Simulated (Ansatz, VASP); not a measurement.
ZnSnN2 in VASP and in Ansatz

```
Zn N Sn
1.0
     3.38202    0.00000    0.00000
     0.00000    3.38202    0.00000
     0.00000    0.00000    4.69964
Zn N Sn
1 2 1
Direct
  0.00000 0.00000 0.00000
  0.00000 0.50000 0.24484
  0.50000 0.00000 0.75516
  0.50000 0.50000 0.50000
```

The cell was built by a generator and needn't be a form met in nature.

Alike in both runs: task single point; functional PBE; k mesh 8 × 8 × 6; occupations fermi-dirac, width 0.02 eV; no spin polarisation.

|  | VASP | Ansatz |
| --- | --- | --- |
| version | VASP 6.6.1 | Ansatz 0.2.0 |
| potentials or method | VASP PAW PBE potentials, release 64 (Zn, N, Sn_d) | plane waves, PAW |
| plane-wave cutoff (eV) | 520 | 420 |
| valence electrons in the cell | 36 | 36 |

Ansatz gave:

```
pressure (GPa)                     : 4.8
rms of the force components (eV/Å) : 0.066
```

Task: What did VASP give for the same quantities?

Result: Pressure (GPa): 5.2; rms of the force components (eV/Å): 0.056.
